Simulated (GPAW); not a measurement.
Crystal: CsSnI3.

```
Cs I Sn
1.0
     6.20570    0.00000    0.00000
     0.00000    6.20570    0.00000
     0.00000    0.00000    6.20570
Cs I Sn
1 3 1
Direct
  0.00000 0.00000 0.00000
  0.50000 0.50000 0.00000
  0.50000 0.00000 0.50000
  0.00000 0.50000 0.50000
  0.50000 0.50000 0.50000
```

| Item | Value |
| --- | --- |
| Program | GPAW 26.7.0 |
| Task | relaxation of cell and atoms |
| Functional | RPBE |
| Potentials or basis | the program's PAW data sets (release 1.2.1) made for this functional |
| Cutoff | 600 eV |
| Basis | pw |
| k mesh | 4 × 4 × 4 |
| Occupations | fermi-dirac, width 0.05 eV |
| Spin | no spin polarisation |

At the start: pressure 1.9 GPa; volume 47.80 Å³/atom.

Question: How do energy, volume and symmetry change on relaxing?

Answer: Over 4 steps the energy falls by 31.0 meV/atom and the volume is 53.47 Å³/atom (+11.9 %); space group Pm-3m (No. 221, to 0.05 Å).

The path:
```csv
step,energy change (eV),largest force (eV/Å),pressure (GPa),volume (Å³)
1,0.0000,0.0000,1.90,238.99
2,-0.0135,0.0000,1.80,240.15
3,-0.1531,0.0000,0.17,264.40
4,-0.1549,0.0000,0.02,267.35
```

Final structure:
```
Cs I Sn
1.0
     6.44212    0.00000    0.00000
     0.00000    6.44212    0.00000
     0.00000    0.00000    6.44212
Cs I Sn
1 3 1
Direct
  0.00000 0.00000 0.00000
  0.50000 0.50000 0.00000
  0.50000 0.00000 0.50000
  0.00000 0.50000 0.50000
  0.50000 0.50000 0.50000
```

Caveat: later steps reuse the first step's grids.
